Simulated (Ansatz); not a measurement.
SnO₂: energy above lowest point against volume scale

All results are calculated (Ansatz 0.2.0). Free energy against uniform scaling of the volume at fixed shape and fractions; periodic cell, basis, potentials, k mesh and filling as listed.

The cell before it is scaled or strained (space group Pnnm, No. 58):
```
CELL_PARAMETERS angstrom
4.78800 0.00000 0.00000
0.00000 4.86660 0.00000
0.00000 0.00000 3.24090
ATOMIC_POSITIONS crystal
Sn 0.50000 0.50000 0.50000
Sn 0.00000 0.00000 0.00000
O 0.29185 0.32104 0.00000
O 0.79185 0.17896 0.50000
O 0.20815 0.82104 0.50000
O 0.70815 0.67896 0.00000
```

Settings of every row: functional PBEsol; dispersion none; potentials PAW; wave cutoff 500 eV; density cutoff 2000 eV; k mesh 4x4x6; k shift 0x0x0; occupations fixed; smearing width 0 eV; spin none.

Limits: the cell comes from a prototype or a list of computed structures and needn't be the stable phase.

```
row  volume scale  V (Å³/atom)  energy above lowest point (meV/atom)
  1          0.94       11.831                                   5.5
  2          0.96       12.083                                     0
  3          0.98       12.334                                   1.2
  4             1       12.586                                     ?
  5          1.02       12.838                                  20.9
  6          1.04        13.09                                    38
  7          1.06       13.341                                  59.1
```

Question: what energy above lowest point should row 4 give?

Worked fit of energy above lowest point. Take u = (V_r/V)^(2/3) − 1 with V_r = 12.586 Å³ an atom, which is twice the finite (Eulerian) strain; such expansions in the strain, on which the Birch-Murnaghan equation of state is built, carry the rest volume and the bulk modulus. The shown rows have u = 0.0421, 0.02756, 0.01357, -0.01313, -0.02584, -0.03809. Least squares give energy above lowest point = 8.42 − 745.2 × u + 15695 × u² + 8563 × u³ meV/atom; a parabola predicts inner rows, each left out in turn, worse (root mean square 0.2 against 0.031 meV/atom). All shown rows lie on it to the printed digit. Its lowest point lies at u = 0.0233, or V = 12.16 Å³ an atom, and the curvature there gives the bulk modulus at fixed shape and fractions, B = (4/9)(1 + u)² E″(u)/V = 200 GPa. Letting shape and atoms relax would as a rule lower it, by much in layered, chain or molecular crystals. The withheld row has u = 0, so the fit gives 8.42 − 745.2 × (0) + 15695 × (0)² + 8563 × (0)³ = 8.4 meV/atom.

The calculation gave 8.4 meV/atom. The fit meets it to the printed digit.
